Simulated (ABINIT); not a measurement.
# Sb in ABINIT: the effect of functional

The system is Sb.

```
Sb
1.0
    -1.87134    1.87134    1.87134
     1.87134   -1.87134    1.87134
     1.87134    1.87134   -1.87134
Sb
1
Direct
  0.00000 0.00000 0.00000
```

This isn't the form of Sb at room conditions, which is rhombohedral.

Alike in all runs:

* Program: ABINIT 10.8.3 (patched build)
* Task: equation of state
* k mesh: 10 × 10 × 10
* Occupations: fermi-dirac, width 0.05 eV
* Spin: no spin polarisation

Q: One run gave: V0 of scaled cells 25.73 Å³/atom; B0 70 GPa. Which functional did it use?
A. LDA
B. PBEsol
C. r2SCAN

A: A.

```csv
functional,potentials or basis,cutoff,V0 of scaled cells (Å³/atom),B0 (GPa)
LDA,JTH PAW LDA v2.0,435 eV,25.73,70
PBEsol,JTH PAW PBE v2.0,435 eV,26.22,67
r2SCAN,JTH PAW PBE v2.0,517 eV,27.28,62
```

Caveats: pressures at fixed basis lie under the slope of the energies; the PAW data sets were made with another functional, which shifts forces and pressure a little (some runs).
